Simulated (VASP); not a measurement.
Input of a VASP 6.6.1 run:

Contents of INCAR:

```
ALGO = Normal ; EDIFF = 1E-6
ENCUT = 520 ; GGA = PE
ISIF = 2 ; ISMEAR = -1
ISPIN = 2 ; ISYM = 0
LASPH = True ; LCHARG = False
LDAU = True ; LDAUJ = 0 0
LDAUL = 2 -1 ; LDAUPRINT = 1
LDAUTYPE = 2 ; LDAUU = 3.7 0
LMAXMIX = 4 ; LORBIT = 11
LREAL = False ; LWAVE = False
MAGMOM = 3 3 0 0 0 0 ; NBANDS = 37
NELM = 150 ; PREC = Accurate
SIGMA = 0.05
```

File KPOINTS:

```
k-points
0
Gamma
  4 4 6
```

File POSCAR:

```
CrO2
1.0
    4.4100000000      0.0000000000      0.0000000000
    0.0000000000      4.4100000000      0.0000000000
    0.0000000000      0.0000000000      2.9100000000
Cr O
2 4
Direct
    0.0000000000      0.0000000000      0.0000000000
    0.5000000000      0.5000000000      0.5000000000
    0.3000000000      0.3000000000      0.0000000000
    0.2000000000      0.8000000000      0.5000000000
    0.7000000000      0.7000000000      0.0000000000
    0.8000000000      0.2000000000      0.5000000000
```

Potentials or basis: VASP PAW PBE potentials, release 64 (Cr_pv, O).

Command:

```sh
$ cat potpaw_PBE.64/Cr_pv/POTCAR potpaw_PBE.64/O/POTCAR > POTCAR
$ mpirun -np 1 vasp_std > vasp.out
```

(1) What does it give for the pressure?

(2) What does it give for the site moments?

(3) Estimate the largest force.

(4) Predict the band gap on the k mesh.

Results:

(1) 13.2 GPa.

(2) Cr +2.36; O -0.18 μB.

(3) 0.065 eV/Å.

(4) none (metal or under the smearing width).
